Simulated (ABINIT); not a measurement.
Runs of ABINIT 10.8.3 (patched build) on Pt. The structure is cubic, space group Fm-3m (No. 225). The conventional cell has a = 3.922 Å, b = 3.922 Å, c = 3.922 Å, α = 90.00°, β = 90.00°, γ = 90.00°. Around Pt (site symmetry m-3m) lie 12 Pt at 2.77 Å. 

```csv
potentials or basis,cutoff (eV),fine-grid cutoff,gap on the mesh (eV),pressure (GPa)
"Ansatz PAW PBE default generated set, frozen core",490,979.61 eV,none,4.0
SG15 NC PBE v1.2,1143,-,none,4.4
PseudoDojo NC SR PBE v0.4.1 standard,1361,-,none,(b)
JTH PAW PBE v2.0,517,1034.03 eV,none,(a)
Ansatz NC r2SCAN,1361,-,none,4.3
```

Alike in all rows: task single point; level r2SCAN; no spin polarisation; cell as given; k mesh 12 × 12 × 12; smearing fermi-dirac 0.05 eV.

**Question.** Estimate the missing entries.

**Answer.** (a) 6.2; (b) 1.8.

Caveats: the PAW data sets were made with another functional, which shifts forces and pressure a little (some runs); the potentials were made for another functional, which shifts forces and pressure (some runs); the atomic spheres overlap (some runs); a meta-GGA on potentials with a model core is unreliable (some runs).

A k mesh can miss the band edges, and the runs leave out spin-orbit coupling on Pt.

A gap of «none» marks a metal or a gap under the smearing width.

The runs don't all hold the same shells in valence.
